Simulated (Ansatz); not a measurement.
Si and C on the sites of diamond: ordering energies of Si₆C

Level of theory: Ansatz 0.2.0, DFT PBE, scalar-relativistic, plane waves, PAW. All cells share a 420 eV cutoff and Γ-centred k meshes spaced at most about 0.3 Å⁻¹ (about 0.25 or finer for metals, 2π included). No spin polarisation.

These are static total energies at zero pressure. Each row is a relaxed arrangement of Si and C on shared sites of the diamond type. The column n gives the unlike atoms among the 4 nearest shared sites, averaged over those sites; energies count from the lowest row.

```csv
row,space group,source,atoms,n (of 4),V (Å³/atom),gap on mesh (eV),ΔE (meV/atom)
1,R-3 (No. 148),invented,14,0.86,16.94,0.57,0
2,I4_1/amd (No. 141),invented,14,1.14,17.21,0,?
3,R-3m (No. 166),invented,14,1.14,17.53,0,63
```

The cell of row 2:

```xyz
14
Lattice="-1.8176 1.8176 18.2286 1.8176 -1.8176 18.2286 1.8176 1.8176 -18.2286" Properties=species:S:1:pos:R:3 pbc="T T T"
Si    0.0000    1.8176   14.3868
Si    0.0000    0.0000   15.8047
Si    0.0000    0.0000   31.1846
Si    1.8176    0.0000   11.5382
Si    1.8176    0.0000   17.2402
Si    1.8176    0.0000    0.9884
Si    0.0000    1.8176    3.8417
Si    0.0000    0.0000   20.6525
Si    0.0000    0.0000    5.2725
Si    1.8176    0.0000    6.6904
Si    0.0000    0.0000   26.3545
Si    0.0000    0.0000   10.1027
C     0.0000    0.0000    0.0000
C     0.0000    1.8176    9.1143
```

Question: Estimate the missing energy, and say where the row ranks.

Answer: 31 meV/atom, above row 1 and below row 3. The energy rises with n on the whole, though n alone doesn't fix it. Rows 2 and 3 share n and still differ by 32 meV/atom, so farther pairs, strain or a change of electronic state count too. Row 2: Around Si on its first site lie 4 Si at 2.31 Å; Si on its second site is surrounded by 4 Si at 2.31–2.32 Å; Si on its third site is surrounded by 2 C at 2.07 Å and 2 Si at 2.32 Å; C has 4 Si at 2.07 Å.

Kohn–Sham gaps at this level usually fall short of measured ones. The zero gap of I4_1/amd may come from the functional, which often closes small gaps. Only small cells were tried. Some structure types and database cells were kept out of the candidates from the start, so a known form may be missing.

The lowest arrangement is the one with fewest Si–C contacts, although Si–C bonds are strong and polar and favour full alternation in silicon carbide itself. At this composition, the values of n imply that carbon has only silicon neighbours in rows 2 and 3, while row 1 must contain adjacent carbon sites. Size mismatch probably drives the order. In row 2 the Si–C distances of 2.07 Å are well beyond a normal single bond, while the Si–Si bonds are slightly compressed, so the silicon framework holds each small carbon atom under tension. Pairing carbon leaves fewer such contacts to stretch and lets the lattice contract, consistent with volume and energy rising together across all three rows.

Dilute carbon in silicon, by contrast, is known to avoid nearest-neighbour pairs. The reversal may come from the small, fully relaxed cells, which repeat each pair periodically and let the whole lattice adapt to it. The ranking doesn't show that any of these arrangements is stable against separation into silicon and silicon carbide, the expected equilibrium products.
